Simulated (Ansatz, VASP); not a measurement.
# Two plane-wave programs on BaTe

```
Ba Te
1.0
     4.78556    0.00000    0.00000
    -2.39278    4.14442    0.00000
     0.00000    0.00000    4.40919
Ba Te
1 1
Direct
  0.33333 0.66667 0.50000
  0.00000 0.00000 0.00000
```

Change from the starting cell: species swapped into the LuTe type (P-6m2, No. 187).

Alike in both runs: functional PBE; k mesh 6 × 6 × 4; occupations gaussian, width 0.1 eV; no spin polarisation.

Ansatz relaxed the structure, and its values are those at the end. VASP's run is a single point on that final structure, the one shown.

|  | VASP | Ansatz |
| --- | --- | --- |
| version | VASP 6.6.1 | Ansatz 0.2.0 |
| potentials or method | VASP PAW PBE potentials, release 64 (Ba_sv, Te) | scalar-relativistic, plane waves, PAW |
| plane-wave cutoff (eV) | 520 | 420 |
| valence electrons in the cell | 16 | 26 |

VASP gave:

```
gap on the k mesh at the Fermi level (eV) : 1.46
least direct gap on the mesh (eV)         : 1.46
pressure (GPa)                            : 0.6
```

What did Ansatz give for the same quantities?

gap on the k mesh at the Fermi level (eV): 1.51; least direct gap on the mesh (eV): 1.51; pressure (GPa): 0.3.

The two sets of potentials don't hold the same shells in valence.

Caveats: spin-orbit coupling is left out, which moves the levels of the heavy elements. A k mesh can miss the band edges.
